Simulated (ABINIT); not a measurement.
# A GW chain in ABINIT: KF (Carobbiite)

Wanted: ground state, empty states, screening and self-energy for KF (Carobbiite).

Main program and level: ABINIT 10.8.3; LDA and many-body steps on it, plane waves.

### 1. The starting structure

Symmetry: Fm-3m, No. 225, cubic system. Conventional cell: a = 5.344 Å, b = 5.344 Å, c = 5.344 Å, α = 90.00°, β = 90.00°, γ = 90.00°. Nearest to K lie 6 F at 2.67 Å. F has 6 K at 2.67 Å nearest. Farther neighbours and most contacts between anions are not listed.

The cell and positions come from the Crystallography Open Database and are kept as given unless a step says otherwise.

### 2. Ground state

This step: ABINIT 10.8.3; DFT, LDA, plane waves, norm-conserving pseudopotentials.

The ground-state density comes first.

Contents of run.abi:

```
acell 3*1.0 Angstrom
rprim 
  -0.000000000000 2.671850000000 2.671850000000
  2.671850000000 -0.000000000000 2.671850000000
  2.671850000000 2.671850000000 0.000000000000
ntypat 2
znucl 19 9
natom 2
typat 1 2
xred 
  0.000000000000 0.000000000000 0.000000000000
  0.500000000000 0.500000000000 0.500000000000
pp_dirpath "pseudos"
pseudos "K.upf, F.upf"
ecut 36
ngkpt 6 6 6
nshiftk 1
shiftk 0 0 0
kptopt 1
chksymbreak 0
nband 13
occopt 1
tolvrs 1e-10
nstep 60
prtwf 0
optforces 0
optstress 0
indata_prefix "in"
outdata_prefix "out"
tmpdata_prefix "tmp"
```

Launch:

```
$ OMP_NUM_THREADS=1 mpirun -n 4 abinit run.abi > log
```

Numbers of over 12 decimals in the logs are rounded to 6 here.

What it wrote:

```text
.Version 10.8.3 of ABINIT. v10.8.2 released Aug 2026.

 Symmetries : space group Fm -3 m (#225); Bravais cF (face-center cubic)
================================================================================
 Values of the parameters that define the memory need of the present run
     intxc =       0    ionmov =       0      iscf =       7    lmnmax =       6
     lnmax =       6     mgfft =      40  mpssoang =       3    mqgrid =    3001
     natom =       2  nloc_mem =       1    nspden =       1   nspinor =       1
    nsppol =       1      nsym =      48    n1xccc =    2501    ntypat =       2
    occopt =       1   xclevel =       1
-    mband =          13        mffmem =           1         mkmem =           4
       mpw =        2671          nfft =       64000          nkpt =          16
================================================================================
  Rough estimation (10% accuracy) of disk space for files :
================================================================================

--------------------------------------------------------------------------------
------------- Echo of variables that govern the present computation ------------
--------------------------------------------------------------------------------
 -outvars: echo values of preprocessed input variables --------
            acell      1.8897261259E+00  1.8897261259E+00  1.8897261259E+00 Bohr

      chksymbreak           0
             ecut      3.60000000E+01 Hartree
-          fftalg         312

              ixc       -1012
              kpt      0.00000000E+00  0.00000000E+00  0.00000000E+00
                       1.66666667E-01  0.00000000E+00  0.00000000E+00
                       3.33333333E-01  0.00000000E+00  0.00000000E+00
                       5.00000000E-01  0.00000000E+00  0.00000000E+00
                       1.66666667E-01  1.66666667E-01  0.00000000E+00
                       3.33333333E-01  1.66666667E-01  0.00000000E+00
                       5.00000000E-01  1.66666667E-01  0.00000000E+00
                      -3.33333333E-01  1.66666667E-01  0.00000000E+00
                      -1.66666667E-01  1.66666667E-01  0.00000000E+00
   [... 5 further rows ...]
                      -3.33333333E-01  3.33333333E-01  1.66666667E-01
                      -3.33333333E-01  5.00000000E-01  1.66666667E-01
         kptrlatt        6    0    0      0    6    0      0    0    6
          kptrlen      4.28427351E+01
P           mkmem           4
            natom           2
            nband          13
            ngfft          40      40      40
             nkpt          16
            nstep          60
             nsym          48
           ntypat           2
              occ      2.000000  2.000000  2.000000  2.000000  2.000000  2.000000
                       2.000000  2.000000  0.000000  0.000000  0.000000  0.000000
                       0.000000
        optforces           0
        optstress           0
            prtwf           0
            rprim     -0.0000000000E+00  2.6718500000E+00  2.6718500000E+00
[...]
spgroup         225

           tolvrs      1.00000000E-10

             xred      0.0000000000E+00  0.0000000000E+00  0.0000000000E+00
[...]
znucl       19.00000    9.00000

================================================================================

 chkinp: Checking input parameters for consistency.

================================================================================
== DATASET  1 ==================================================================
-   mpi_nproc: 4, omp_nthreads: 1 (-1 if OMP is not activated)

--- !DatasetInfo
iteration_state: {dtset: 1, }
dimensions: {natom: 2, nkpt: 16, mband: 13, nsppol: 1, nspinor: 1, nspden: 1, mpw: 2671, }
cutoff_energies: {ecut:  36.0, pawecutdg:  -1.0, }
electrons: {nelect:   1.60000000E+01, charge:   0.00000000E+00, occopt:   1.00000000E+00, tsmear:   1.00000000E-02, }

 Real(R)+Recip(G) space primitive vectors, cartesian coordinates (Bohr,Bohr^-1):
 R(1)=  0.0000000  5.0490647  5.0490647  G(1)= -0.0990282  0.0990282  0.0990282
 R(2)=  5.0490647  0.0000000  5.0490647  G(2)=  0.0990282 -0.0990282  0.0990282
 R(3)=  5.0490647  5.0490647  0.0000000  G(3)=  0.0990282  0.0990282 -0.0990282
 Unit cell volume ucvol=  2.5743217E+02 bohr^3
 Angles (23,13,12)=  6.00000000E+01  6.00000000E+01  6.00000000E+01 degrees

 getcut: wavevector=  0.0000  0.0000  0.0000  ngfft=  40  40  40
         ecut(hartree)=     36.000   => boxcut(ratio)=   2.07404

--- Pseudopotential description ------------------------------------------------
- K Generated using ONCVPSP code by D. R. Hamann
- 19.00000   9.00000  180309                  znucl, zion, pspdat
12 -1012 2 -1 2170                            pspcod,pspxc,lmax,lloc,mmax
     nproj     2     2     2
  pspatm : epsatm=    8.21740868
         --- l  ekb(1:nproj) -->
[...]
pspatm: atomic psp has been read  and splines computed

- F Generated using ONCVPSP code by D. R. Hamann
-  9.00000   7.00000  201202                  znucl, zion, pspdat
12 -1012 2 -1 824                             pspcod,pspxc,lmax,lloc,mmax
     nproj     2     2     1
  pspatm : epsatm=    4.94580260
         --- l  ekb(1:nproj) -->
[...]
1   -4.029087   -1.312559
             2   -2.364936
 pspatm: atomic psp has been read  and splines computed

   2.10611380E+02                                ecore*ucvol(ha*bohr**3)
--------------------------------------------------------------------------------

_setup2: Arith. and geom. avg. npw (full set) are    2654.523    2654.506

================================================================================

--- !BeginCycle
iteration_state: {dtset: 1, }
solver: {iscf: 7, nstep: 60, nline: 4, wfoptalg: 0, }
tolerances: {tolvrs: 1.00E-10, }

     iter   Etot(hartree)      deltaE(h)  residm     vres2
 ETOT  1  -54.518220455049    -5.452E+01 9.512E-02 4.004E+02
 ETOT  2  -54.494778304748     2.344E-02 7.408E-03 3.922E+02
 ETOT  3  -54.608614231348    -1.138E-01 4.070E-03 2.646E+01
 ETOT  4  -54.614311568290    -5.697E-03 1.980E-03 9.025E-02
 ETOT  5  -54.614335758939    -2.419E-05 1.034E-03 2.304E-03
 ETOT  6  -54.614336235273    -4.763E-07 3.258E-04 3.081E-04
 ETOT  7  -54.614336296004    -6.073E-08 3.096E-04 8.713E-07
 ETOT  8  -54.614336296043    -3.891E-11 2.011E-04 2.357E-07
 ETOT  9  -54.614336296080    -3.778E-11 2.309E-04 5.526E-11

 At SCF step    9       vres2   =  5.53E-11 < tolvrs=  1.00E-10 =>converged.

--- !ResultsGS
iteration_state: {dtset: 1, }
comment   : Summary of ground state results
lattice_vectors:
- [ -0.0000000,   5.0490647,   5.0490647, ]
- [  5.0490647,  -0.0000000,   5.0490647, ]
- [  5.0490647,   5.0490647,   0.0000000, ]
lattice_lengths: [   7.14046,    7.14046,    7.14046, ]
lattice_angles: [ 60.000,  60.000,  60.000, ] # degrees, (23, 13, 12)
lattice_volume:   2.5743217E+02
convergence: {deltae: -3.778E-11, res2:  5.526E-11, residm:  2.309E-04, diffor:  0.000E+00, }
etotal    :  -5.46143363E+01
entropy   :   0.00000000E+00
fermie    :  -1.12255201E-02
cartesian_stress_tensor: null
pressure_GPa: null
xred      :
- [  0.0000E+00,   0.0000E+00,   0.0000E+00,  K]
- [  5.0000E-01,   5.0000E-01,   5.0000E-01,  F]
cartesian_forces: null
force_length_stats: {min: null, max: null, mean: null, }

 Integrated electronic density in atomic spheres:
 ------------------------------------------------
 Atom  Sphere_radius  Integrated_density
    1        2.00000          6.92915763
    2        2.00000          6.98565705
================================================================================

 ----iterations are completed or convergence reached----

 Mean square residual over all n,k,spin=   27.907E-07; max=  23.089E-05
 reduced coordinates (array xred) for    2 atoms
       0.000000000000      0.000000000000      0.000000000000
       0.500000000000      0.500000000000      0.500000000000
 rms dE/dt=  0.0000E+00; max dE/dt=  0.0000E+00; dE/dt below (all hartree)
    1       0.000000000000      0.000000000000      0.000000000000
    2       0.000000000000      0.000000000000      0.000000000000

 cartesian coordinates (angstrom) at end:
    1      0.000000     0.000000     0.000000
    2      2.671850     2.671850     2.671850
 length scales=  1.889726125908  1.889726125908  1.889726125908 bohr
              =  1.000000000000  1.000000000000  1.000000000000 angstroms
 prteigrs : about to open file out_EIG
 Fermi (or HOMO) energy (hartree) =  -0.01123   Average Vxc (hartree)=  -0.33877
 Eigenvalues (hartree) for nkpt=  16  k points:
 kpt#   1, nband= 13, wtk=  0.00463, kpt=  0.0000  0.0000  0.0000 (reduced coord)
  -0.95408   -0.67957   -0.34519   -0.34519   -0.34519   -0.01123   -0.01123   -0.01123
   0.20271    0.37627    0.37627    0.37627    0.43854
 prteigrs : prtvol=0 or 1, do not print more k-points.

--- !EnergyTerms
iteration_state     : {dtset: 1, }
comment             : Components of total free energy in Hartree
kinetic             :  2.64061494464258E+01
hartree             :  1.40150605862758E+01
xc                  : -1.16604267874220E+01
Ewald energy        : -3.63106064938669E+01
psp_core            :  8.18123784226526E-01
local_psp           : -4.94807455888838E+01
non_local_psp       :  1.59810875716410E+00
total_energy        : -5.46143362960805E+01
total_energy_eV     : -1.48613179952054E+03
band_energy         : -5.51243988360573E+00

== END DATASET(S) ==============================================================
================================================================================

 -outvars: echo values of variables after computation  --------
           etotal     -5.4614336296E+01
            nband          13
             nkpt          16
          spgroup         225
 [... the other variables as echoed above ...]

 Calculation completed.
```

Run time: 7.1 s. Hardware: 4 MPI ranks of Arm Neoverse V1, shared host; peak memory 0.28 GiB; 28 s of CPU time.

Numbers from this step:

```yaml
total_energy: -1486.1318 eV
gap: 5.822 eV
k_of_the_valence_top: 0, 0, 0
k_of_the_conduction_bottom: 0, 0, 0
least_direct_gap: 5.822 eV
```

The gap is direct, at Γ.

(Continued in part 2 of 3.)

[Paths, hosts, dates, memory and timing lines, banners, echoed tables and standing remarks are left out of the program output.]

[Logs are printed without paths, hosts, clocks, repeated set-up lines and the standing remarks that a program may print on its own settings, such as how far it seeks lower states.]

[Runs of the session that timed out or met a known fault of the program may be left out.]

[Hosts, paths, dates, database ids (printed as entryN), source tags and the programs' standing remarks are cut or masked in the printed files.]

[G0W0 gaps are taken among the corrected bands and points alone; a level outside them can change the order at an edge.]

[Where Ansatz stands beside ABINIT at settings called matched, ABINIT's density can come from a denser mesh and the files from another edition; pairs whose starting gaps differed by over 0.03 eV were left out, so agreement reads better than it is.]
